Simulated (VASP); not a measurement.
A run of VASP 6.6.1 is set up as follows.

Contents of INCAR:

```
SYSTEM = C
PREC     = Accurate       ! precision mode
ENCUT    = 520            ! plane-wave cutoff, eV
EDIFF    = 1E-6           ! SCF threshold, eV
ISMEAR   = 0              ! smearing method
SIGMA    = 0.04           ! smearing width, eV
LREAL    = .False.        ! projectors in reciprocal space
LASPH    = .True.         ! aspherical terms in the spheres
NELM     = 100            ! most SCF steps
ALGO     = Fast           ! electronic algorithm
ISIF     = 2              ! what is computed and relaxed
LWAVE    = .False.        ! write WAVECAR
LCHARG   = .True.         ! write CHGCAR
LDIPOL   = .True.       
IDIPOL   = 3            
DIPOL    = 0.5 0.5 0.636
GGA      = PS             ! functional
LELF     = .True.         ! ELF
LVHAR    = .True.       
LVACPOTAV= .True.       
NBANDS   = 26             ! bands
```

Contents of KPOINTS:

```
Automatic mesh
0
Gamma
  9 9 1
  0 0 0
```

The input POSCAR:

```
C
1.0
    4.9173767365      0.0000000000      0.0000000000
   -2.4586883682      4.2585731738      0.0000000000
    0.0000000000      0.0000000000     21.6742417942
C
8
Direct
    0.8327999643     -0.0009291261      0.6364337611
    0.8329375762      0.5005333690      0.6364337611
    0.3333333333      0.0000000000      0.6342738777
    0.3342624595      0.5003957571      0.6364337611
   -0.0009291261      0.8327999643      0.6364337611
    0.0000000000      0.3333333333      0.6342738777
    0.5005333690      0.8329375762      0.6364337611
    0.5003957571      0.3342624595      0.6364337611
```

Potentials or basis: VASP PAW PBE potentials, release 64 (C).

Run with:

```console
$ cat potpaw_PBE.64/C/POTCAR > POTCAR
$ mpirun -np 1 vasp_std > vasp.out
```

(1) Estimate the work function of the lower face.

(2) Estimate the band gap on the k mesh.

(3) Predict the largest force.

(4) Predict the work function of the upper face.

Answers

(1) 4.31 eV.

(2) none (metal or under the smearing width).

(3) 0.621 eV/Å.

(4) 4.31 eV.

Caveat: the PAW data sets were made with another functional, which shifts forces and pressure a little.
